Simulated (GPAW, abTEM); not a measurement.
## Does bonding show in the electron microscope? BAs monolayer, Sb on a As site

Question: image and diffraction simulations usually add up neutral spherical atoms. How large is the error for a BAs monolayer, Sb on a As site, in scanning-probe images and phase-contrast images?

The sheet lies in the middle of a cell with vacuum above and below. All numbers are calculated.

**1. Find the equilibrium geometry**

The density hangs on the geometry, so the atoms are relaxed first, from slightly displaced sites so that no symmetry traps them, in the host's fixed cell.

Settings: GPAW 26.7.0, PBE, 400 eV, 1×1×1 k-points, Fermi–Dirac width 0.05 eV, BFGS to 0.05 eV/Å.

```console
$ OMP_NUM_THREADS=1 mpirun -n 4 gpaw python run.py > gpaw.log
```

```text
BFGS:    0     -122.551558        4.785718
BFGS:    1     -123.080102        1.676305
BFGS:    2     -123.292064        0.538012
BFGS:    3     -123.335388        0.396088
...
BFGS:   33     -124.386592        0.097356
BFGS:   34     -124.389482        0.121284
BFGS:   35     -124.393392        0.136061
cell  10.1700 11.7433 10.0000  90.00 90.00 90.00
```

After 35 steps the energy has changed by -1.842 eV; the last force printed is 0.136 eV/Å. The run stopped at its step limit, short of the threshold (last value 0.136 eV/Å), so the geometry is not fully relaxed. It took 5.8 min on 4 cores of Intel(R) Xeon(R) Platinum 8259CL CPU @ 2.50GHz (Skylake/Cascade Lake) (shared host), peak memory 1 GiB.

Shortest distances after relaxation: As–B 1.958 Å, B–Sb 2.191 Å, B–B 3.291 Å, As–As 3.356 Å.

**2. The all-electron density**

Fast electrons feel the potential of the nuclei and of all the electrons, so the PAW density is rebuilt with its core regions. Subtracting spherical free atoms from the same code cancels the cores and leaves the deformation density Δρ, the part due to bonding.

Settings: PBE, 500 eV, 1×1×1 k-points, Fermi–Dirac width 0.05 eV; supercell of 24 atoms.

```console
$ OMP_NUM_THREADS=1 mpirun -n 4 gpaw python run.py > gpaw.log
```

```text
|iter:   1|       0s | -129.266183 | +0.41 |       |
|iter:   2|       1s | -128.727723 | -1.01 | -0.84 |
|iter:   3|       3s | -125.912345 | -0.58 | -0.87 |
...
|iter:  12|      14s | -124.702152c| -6.66 | -3.94 |
|iter:  13|      15s | -124.702152c| -7.37 | -4.49c|
|iter:  14|      16s | -124.702152c| -7.80c| -4.87c|
```

```text
grid (108, 126, 108)  electrons 474.000  moved by bonding 6.124 e
deformation density beyond 0.5 A of the nuclei: max 0.260, min -0.157 e/A^3
```

Deformation density in a plane through the shortest contact of the Sb atom at the origin, in 0.01 e/Å³ (clipped at ±99); x from -1.6 to 3.8 Å, y from 2.4 down to -2.4 Å:

```text
 16  16   .   .   9   5   1  -2  -3  -2  -2  -1  -1   0   0   0
 13  10   .   .   8   1  -1  -2  -2  -2  -2  -2  -1   0   0   0
  3   1   4  19  16   6   1  -1  -2  -2  -2  -1   0   0   0   0
 -1   0   8  18  17   7  -1  -2  -1  -1  -1   2   4   3   0  -1
 -2  -1   3   5   1  -4  -7  -1   3   2  -1   3   8   5   1  -1
 -2  -3  -2  -3   .   .  -5   3  14  12   .   .   5   3   0  -2
 -2  -2   0  -4   .   .  -2   7  21  22   .   .   7   2  -1  -3
 -1  -1   1   1   .   .  -3   5  13   8   .   .  12   6  -1  -4
 -1   0   1   1   2   1  -3   0   3   0  -1   6  11   6  -2  -3
  0   0   0   0  -1  -2  -3  -2  -1  -1   0   3   4   0  -2   2
  0   0  -1  -1  -1  -2  -2  -2  -1  -1   0   0  -1  -2   1   8
  0   0  -1  -1  -1  -1  -1  -1  -1  -1  -1  -1  -1  -1   1   6
  0   0   0   0  -1  -1  -1  -1  -1  -1   0   0  -1  -1   0   1
```

Atoms in or within 0.15 Å of the plane: B (-0.6, 2.1), B (2.2, 0.0), Sb (0.0, 0.0) Å. Dots mark points within about 0.45 Å of a nucleus; large values next to them are atomic features.

Along the shortest contact from the Sb atom at the map's origin, Sb–B at 2.19 Å, Δρ is +0.16 e/Å³ at the midpoint and highest, +0.22, 1.44 Å from Sb (points within 0.5 Å of a nucleus left out): a bond charge, the mark of covalency, pulled towards B. At the midpoints of other shortest contacts it is +0.23 (B–As, 1.96 Å), -0.03 (B–B, 3.29 Å) and 0.00 (As–As, 3.36 Å) e/Å³. Point values carry grid noise of about 0.01 e/Å³. The run needed 14 iterations, 42 s.

Atoms whose charge stands out: Sb24 +0.173, B7 -0.132, B8 -0.132, B11 -0.127, As13 +0.091, B3 -0.097 e; averages by element: B -0.108, As +0.103, Sb +0.173 e.

**3. Scanning probe: integrated centre of mass and ABF**

The integrated centre-of-mass signal follows the projected potential of a thin sample, so it responds to any shift of charge; annular bright field is given beside it. The probe is focused on the sheet.

Settings: abTEM 1.0.9, 60 kV, 2×1×1 cells, grid 146×84, 10 slices, atoms at rest, semi-angle 25 mrad, ABF 12–25 mrad, Gaussian source blur σ = 0.35 Å; iCOM in arbitrary units. Columns, named by their atoms per repeat: Sb (5.07, 6.84), B_1st (6.82, 5.88), As_2nd (8.44, 6.85), B_3rd (5.07, 2.95), B_far (0.03, 0.01), As_far (8.55, 0.98), void (0.00, 2.06) Å; 'void' is a point in the widest open channel, away from the defect; 1st, 2nd and so on count shells round it.

| column | iCOM − void, atoms | bonded | change (%) | ABF, atoms (%) | bonded (%) |
| --- | --- | --- | --- | --- | --- |
| Sb | 0.0259 | 0.0256 | -1.3 | 71.49 | 71.48 |
| B_1st | 0.0065 | 0.0058 | -10.1 | 75.26 | 75.26 |
| As_2nd | 0.0173 | 0.0169 | -2.3 | 73.52 | 73.51 |
| B_3rd | 0.0060 | 0.0054 | -9.6 | 75.34 | 75.34 |
| B_far | 0.0061 | 0.0056 | -8.9 | 75.33 | 75.33 |
| As_far | 0.0173 | 0.0169 | -2.0 | 73.62 | 73.62 |

Against the void, B_1st changes by -10.1 % and Sb by -1.3 %. Screening by site charges alone doesn't account for these signs and sizes; the redistribution between atoms, bonds and voids matters as well. All listed columns lose contrast, and since the void is the reference, a rise of its own potential counts in every figure. At these points the largest ABF change is 0.006 % of the beam. Time: 22 s.

**4. Phase-contrast images through focus**

Defocus sets how strongly, and with which sign, the lens passes each spatial frequency; bonding changes the potential mostly at the lowest ones. Defocus counts from the exit plane, 4.3 Å below the sheet's middle.

Settings: abTEM 1.0.9, 60 kV, 1×1×1 cells, grid 128×147, 10 slices, atoms at rest, Cs 10 μm, focal spread 40 Å, aperture 35 mrad; positive defocus is underfocus. Intensity relative to vacuum, independent atoms / with bonding. Columns, named by their atoms per repeat: Sb (5.07, 6.84), B_1st (6.82, 5.88), As_2nd (8.44, 6.85), B_3rd (5.07, 2.95), B_far (0.03, 0.01), As_far (8.55, 0.98), void (0.00, 2.06) Å; 'void' is a point in the widest open channel, away from the defect; 1st, 2nd and so on count shells round it.

| defocus (Å) | Sb | B_1st | As_2nd | B_3rd | B_far | void |
| --- | --- | --- | --- | --- | --- | --- |
| -200 | 0.928 / 0.930 | 1.032 / 1.037 | 0.894 / 0.894 | 1.025 / 1.030 | 1.036 / 1.042 | 1.139 / 1.133 |
| -130 | 1.217 / 1.217 | 0.961 / 0.957 | 1.174 / 1.173 | 0.981 / 0.978 | 0.974 / 0.972 | 0.908 / 0.911 |
| 40 | 0.849 / 0.849 | 1.034 / 1.037 | 0.914 / 0.914 | 1.024 / 1.027 | 1.028 / 1.031 | 1.075 / 1.072 |
| 130 | 0.871 / 0.872 | 1.101 / 1.109 | 0.908 / 0.910 | 1.085 / 1.094 | 1.081 / 1.089 | 1.207 / 1.199 |
| 200 | 0.980 / 0.979 | 0.886 / 0.886 | 1.029 / 1.029 | 0.902 / 0.901 | 0.905 / 0.903 | 0.897 / 0.896 |

The largest change at any listed point, and its share of that image's contrast range (maximum minus minimum): 0.006 (2 %) at -200 Å, 0.004 (1 %) at -130 Å, 0.003 (1 %) at 40 Å, 0.009 (2 %) at 130 Å, 0.002 (1 %) at 200 Å.

**5. Answer**

Putting the DFT potential in place of independent atoms changes iCOM column contrast by -10.1 to -1.3 % and phase contrast by up to 2 % of its range. The bond at the defect, Sb–B, has Δρ = +0.16 e/Å³ at its midpoint, a covalent bond charge. Limits: the bonding term is static and added to Lobato atoms; no inelastic scattering; relaxation unfinished; a small supercell, so defects interact.

[Outputs are excerpts: Python notices, other lines and further rows are left out; steps that failed or that the build refused (PBEsol, TPSS) are not shown.]

[Logs are printed without paths, hosts, clocks, repeated set-up lines and the standing remarks that a program may print on its own settings, such as how far it seeks lower states.]
